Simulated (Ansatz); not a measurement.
# Si4N: the cost of one run

Method: DFT PBE+D3(BJ), scalar-relativistic, plane waves, PAW, in Ansatz 0.2.0.

5 further runs of the same task are left out: 5 set aside as unsound or not needed. Runs told in other sessions of the task aren't counted.

**1. The starting structure**

The structure is orthorhombic, space group Pmm2 (No. 25). The conventional cell has a = 3.833 Å, b = 3.833 Å, c = 21.103 Å, α = 90.00°, β = 90.00°, γ = 90.00°. Si (site symmetry mm2) has 2 Si at 2.35 Å in its first shell of neighbours. Si (site symmetry mm2) has 4 Si at 2.35 to 2.38 Å in its first shell of neighbours. Around Si (site symmetry mm2) lie 4 Si at 2.34 to 2.38 Å. Si (site symmetry mm2) is surrounded by 1 N at 2.20 Å and 2 Si at 2.34 Å. N (site symmetry mm2) is surrounded by 1 Si at 2.20 Å.

Structure file:

```
Si N
1.0
     3.83334    0.00000    0.00000
     0.00000    3.83334    0.00000
     0.00000    0.00000   21.10348
Si N
4 1
Cartesian
  0.0000 1.9167 4.0000
  0.0000 0.0000 5.3553
  1.9167 0.0000 6.7680
  1.9167 1.9167 8.1035
  1.9167 1.9167 10.3035
```

This is the geometry of the first run shown, built on a cell relaxed beforehand with the same method.

**2. Plan of the line**

Atoms count from 1 in the order of the input.

N is moved over the surface cell at a fixed height above a rigid substrate; the origin of the map has the adsorbate above Si4; the height is held at 2.20 Å.

- position of N5 along the first surface vector, from above Si4: 8 values from 0.000 to 0.875, periodic
- position of N5 along the second surface vector, from above Si4: 8 values from 0.000 to 0.875, periodic

Nothing else is relaxed. Points are written as (first, second).

The two vectors of the plane (Å): (3.833, 0.000, 0.000); (0.000, 3.833, 0.000).

**3. Grid point (0/8, 0/8) of the map's two axes**

A dipole layer in the vacuum cancels the field that periodic copies would set up if the slab's two faces differ.

input.yaml

```yaml
crystal:
  lattice:
    - [3.8333442755, 0.0, 0.0]
    - [0.0, 3.8333442755, 0.0]
    - [0.0, 0.0, 21.1034818114]
  atoms:
    - { symbol: Si, position: [0.0, 0.5, 0.1895421825] }
    - { symbol: Si, position: [0.0, 0.0, 0.2537634269] }
    - { symbol: Si, position: [0.5, 0.0, 0.3207061922] }
    - { symbol: Si, position: [0.5, 0.5, 0.383987907] }
    - { symbol: "N", position: [0.5, 0.5, 0.4882361074], spin: 3.0 }
basis:
  ecutwfc: 420
kpoints:
  mp_grid: { grid: [7, 7, 1] }
hamiltonian:
  xc: pbe
  pseudopotentials: { kind: paw, azcp: { folder: soft_1 } }
  dispersion: d3bj
scf:
  occupations: { method: gaussian, width: 0.05 }
output:
  forces: true
  eigenvalues: true
  populations: true
magnetization:
  spin_polarized: true
efield:
  axis: 3
  dipole_correction: true
  ramp_width: 0.04
```

Command:

```console
$ ansatz run input.yaml --threads 1 --pin off --max-ram 3072MiB --backend cpu --events-out ev --progress --plain --runs-dir out
```

What time and memory should one allow on 1 thread of Arm Neoverse V2, shared host?

About 26 s, with a peak of 0.47 GiB.
